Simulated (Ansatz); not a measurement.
GeO2 (space group P3_221)

```yaml
crystal:
  lattice:
    - [5.09236, 0.00000, 0.00000]
    - [-2.54618, 4.41011, 0.00000]
    - [0.00000, 0.00000, 5.76836]
  atoms:
    - { symbol: Ge, position: [0.54438, 0.54438, 0.50000] }
    - { symbol: Ge, position: [0.45562, 0.00000, 0.16667] }
    - { symbol: Ge, position: [0.00000, 0.45562, 0.83333] }
    - { symbol: O, position: [0.29822, 0.39734, 0.74188] }
    - { symbol: O, position: [0.60266, 0.90088, 0.40855] }
    - { symbol: O, position: [0.09912, 0.70178, 0.07522] }
    - { symbol: O, position: [0.39734, 0.29822, 0.25812] }
    - { symbol: O, position: [0.90088, 0.60266, 0.59145] }
    - { symbol: O, position: [0.70178, 0.09912, 0.92478] }
```

Equation-of-state scan: isotropic scaling of the cell above, V₀ being its volume. The atoms relax within the cell's symmetry.

Computed with PBE (plane waves to 420 eV, PAW, scalar-relativistic; Ansatz, a program for electronic structure). k mesh 8×8×6 (Γ-centred), Fermi-Dirac smearing 0.05 eV. Compression counts positive. GeO2 was relaxed with its symmetry unable to fall. 

```tsv
V/V₀	P (GPa)
0.900	4.95
0.925	(withheld)
0.950	(withheld)
0.975	(withheld)
1.000	0.00
1.025	-0.92
1.050	-1.74
1.075	-2.51
1.100	-3.20
```

Problem. Fill in the missing entries.

Solution. 
- 0.925, P (GPa): 3.48
- 0.950, P (GPa): 2.18
- 0.975, P (GPa): 1.03

(A scan under strain: stresses follow from slopes of the energy per volume, elastic moduli from its curvatures.)
